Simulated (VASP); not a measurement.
## CoSi: single point with PBE

CoSi:

```xyz
8
Lattice="4.4380 0.0000 0.0000 0.0000 4.4380 0.0000 0.0000 0.0000 4.4380" Properties=species:S:1:pos:R:3 pbc="T T T"
Co    3.8167    2.8403    1.5977
Co    2.8403    1.5977    3.8167
Co    1.5977    3.8167    2.8403
Co    0.6213    0.6213    0.6213
Si    0.6968    1.5222    2.9158
Si    1.5222    2.9158    0.6968
Si    2.9158    0.6968    1.5222
Si    3.7412    3.7412    3.7412
```

| Quantity | Value |
| --- | --- |
| Program | VASP 6.6.1 |
| Task | single point |
| Functional | PBE |
| Potentials or basis | VASP PAW PBE potentials, release 64 (Co, Si) |
| Cutoff | 520 eV |
| k mesh | 6 × 6 × 6 |
| Occupations | gaussian, width 0.014 eV |
| Spin | collinear spin, ferromagnetic start |
| Starting moments | [2.0, 2.0, 2.0, 2.0, 0.0, 0.0, 0.0, 0.0] μB |

- Pressure: -0.4 GPa
- Largest force: 0.272 eV/Å
- Band gap on the k mesh: none (metal or under the smearing width)
- Net moment: 0.00 μB per cell
- Valence electrons inside the program's atomic spheres: Co 8.61; Si 1.61

Forces in eV/Å, atoms in the order of the input:
```
Co  -0.157  0.157 -0.157
Co   0.157 -0.157 -0.157
Co  -0.157 -0.157  0.157
Co   0.157  0.157  0.157
Si   0.019 -0.019  0.019
Si  -0.019  0.019  0.019
Si   0.019  0.019 -0.019
Si  -0.019 -0.019 -0.019
```

Levels at points of the mesh, in eV from the Fermi level:
Spin up:
```csv
k point,band 24,band 25,band 26,band 27,band 28,band 29
"(0.00, 0.00, 0.00)",-0.76,0.01,0.01,0.01,2.48,2.48
"(0.50, 0.00, 0.00)",-0.65,-0.45,-0.45,1.01,1.01,1.47
"(0.50, 0.50, 0.00)",-0.99,-0.01,-0.01,0.58,0.58,2.00
"(0.50, 0.50, 0.50)",-1.20,-0.19,-0.19,-0.19,-0.19,5.35
```
Spin down:
```tsv
k point	band 22	band 23	band 24	band 25	band 26	band 27	band 28	band 29	band 30	band 31
(0.00, 0.00, 0.00)	-0.89	-0.76	-0.76	0.01	0.01	0.01	2.48	2.48	2.48	2.94
(0.50, 0.00, 0.00)	-1.02	-0.65	-0.65	-0.45	-0.45	1.01	1.01	1.47	1.47	4.31
(0.50, 0.50, 0.00)	-1.50	-0.99	-0.99	-0.01	-0.01	0.58	0.58	2.00	2.00	2.50
(0.50, 0.50, 0.50)	-1.20	-1.20	-1.20	-0.19	-0.19	-0.19	-0.19	5.35	5.35	5.35
```

Wall time 2.7 min on 1 thread of Intel(R) Xeon(R) Platinum 8488C (Sapphire Rapids), on a shared host, peak memory 0.31 GiB.

Caveat: the starting moments collapsed, and a magnetic state may lie lower.
